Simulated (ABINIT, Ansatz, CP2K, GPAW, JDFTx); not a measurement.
CsPbCl3: band gap by level of theory

```yaml
crystal:
  lattice:
    - [5.60500, 0.00000, 0.00000]
    - [0.00000, 5.60500, 0.00000]
    - [0.00000, 0.00000, 5.60500]
  atoms:
    - { symbol: Pb, position: [0.50000, 0.50000, 0.50000] }
    - { symbol: Cs, position: [0.00000, 0.00000, 0.00000] }
    - { symbol: Cl, position: [0.50000, 0.00000, 0.50000] }
    - { symbol: Cl, position: [0.00000, 0.50000, 0.50000] }
    - { symbol: Cl, position: [0.50000, 0.50000, 0.00000] }
```

| rung | level | program and potentials | cutoff (eV) | k mesh | task | spin | core time | chip | band gap (eV) | notes |
| --- | --- | --- | --- | --- | --- | --- | --- | --- | --- | --- |
| LDA | LDA | Ansatz, all-electron LAPW, scalar-relativistic | - | 5 × 5 × 5 | band structure | off | 30 s | AMD EPYC 7R13 Zen 3 | 1.74 | from the band path |
| GGA | PBEsol | Ansatz, all-electron LAPW, scalar-relativistic | - | 5 × 5 × 5 | band structure | off | 30 s | AMD EPYC 7R13 Zen 3 | 1.80 | from the band path |
| GGA | PBE | Ansatz, all-electron LAPW, scalar-relativistic | - | 5 × 5 × 5 | band structure | off | 32 s | AMD EPYC 7R13 Zen 3 | 1.93 | from the band path |
| GGA | PBE | CP2K, GTH_SOC_POTENTIALS Pb GTH-PBE-q4, Cs GTH-PBE-q9, Cl GTH-PBE-q7; TZVP-MOLOPT-PBE-GTH basis | - | 5 × 5 × 5 | band structure | SOC, no magnetisation | 33 s | Arm Neoverse V1 | 0.69 | atomic basis; 6.8 valence electrons an atom on average; SOC added after the SCF; from the band path |
| GGA | PBE | ABINIT, PseudoDojo NC SR PBE v0.4.1 standard | 707 | 4 × 4 × 4 | single point | off | 1.7 min | Intel Xeon 6975P-C Granite Rapids | 1.93 | 8.8 valence electrons an atom on average |
| GGA | PBEsol | JDFTx, PseudoDojo-SR-PBEsol-0.4.1-standard with smoothed tails | 789 | 3 × 3 × 3 | band structure | off | 3.3 min | Arm Neoverse V2 | 1.83 | coarse mesh; 8.8 valence electrons an atom on average; from the band path |
| model potential | TB-mBJ | GPAW, GPAW PAW data sets for LDA (gpaw-data 1.2.1) | 600 | 6 × 6 × 6 | single point | off | 4.7 min | Arm Neoverse V1 | 2.85 | potentials made for LDA; 8.8 valence electrons an atom on average |
| LDA | LDA | GPAW, the program's PAW data sets (release 1.2.1) made for this functional | 450 | 4 × 4 × 4 | dielectric tensor | off | 12 min | Arm Neoverse V2 | 1.68 | 8.8 valence electrons an atom on average |

Times are single runs on shared hosts and different chips, so they are rough; meshes, cutoffs and the tasks' sizes weigh on the time. Gaps are the least found on the k mesh or the band path, and a mesh can miss the band edges. The cell comes from a database and isn't always the measured one. Meshes differ between rows, which moves values too. All levels ran on this one cell, unrelaxed unless noted. Meshes are those of the run's cell of 5 atoms unless a note names another. Runs on faulty files, with rough fits or with known faults for this quantity aren't shown.

By rung: LDA 1.68 to 1.74; GGA 1.80 to 1.93; model potential 2.85; GGA with SOC in atomic bases 0.69; GGA on coarse meshes 1.83 (eV).
